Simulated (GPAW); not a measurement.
The system is Se.

```xyz
3
Lattice="4.3662 0.0000 0.0000 -2.1831 3.7812 0.0000 0.0000 0.0000 4.9536" Properties=species:S:1:pos:R:3 pbc="T T T"
Se    1.6910    2.9289    0.0000
Se   -0.4921    0.8523    3.3024
Se    0.9841    0.0000    1.6512
```

| Quantity | Value |
| --- | --- |
| Program | GPAW 26.7.0 |
| Task | relaxation of cell and atoms |
| Functional | LDA |
| Potentials or basis | the program's PAW data sets (release 1.2.1) made for this functional |
| Cutoff | 600 eV |
| Basis | pw |
| k mesh | 7 × 7 × 6 |
| Occupations | fermi-dirac, width 0.05 eV |
| Spin | no spin polarisation |

At the start: pressure -1.2 GPa; volume 27.26 Å³/atom.

Task: How do energy, volume and symmetry change on relaxing?

Result: Over 11 steps the energy falls by 52.8 meV/atom and the volume is 22.94 Å³/atom (-15.9 %); space group P3_121 (No. 152, to 0.05 Å).

The path:
```csv
step,energy change (eV),largest force (eV/Å),pressure (GPa),volume (Å³)
1,0.0000,0.2396,-1.23,81.78
2,-0.0048,0.2158,-1.29,81.54
3,-0.1088,0.1865,-1.28,72.61
4,-0.1168,0.1937,-0.27,69.79
5,-0.1203,0.1702,-0.17,69.83
6,-0.1422,0.1925,1.29,69.57
7,-0.1456,0.1354,1.31,68.94
8,-0.1526,0.0522,0.97,68.40
9,-0.1579,0.0137,0.25,68.42
10,-0.1584,0.0132,0.00,68.71
11,-0.1585,0.0030,-0.01,68.81
```

Final structure:
```
CELL_PARAMETERS angstrom
3.93761 0.00000 0.00000
-1.96881 3.41007 0.00000
0.00000 0.00000 5.12441
ATOMIC_POSITIONS crystal
Se 0.74333 0.74333 0.00000
Se 0.00000 0.25667 0.66667
Se 0.25667 0.00000 0.33333
```

Caveat: later steps reuse the first step's grids; the volume moved by over 15 % at a fixed basis, so the end points are rough; the volume moved by -16 % from the deposited cell, more than functionals usually miss.
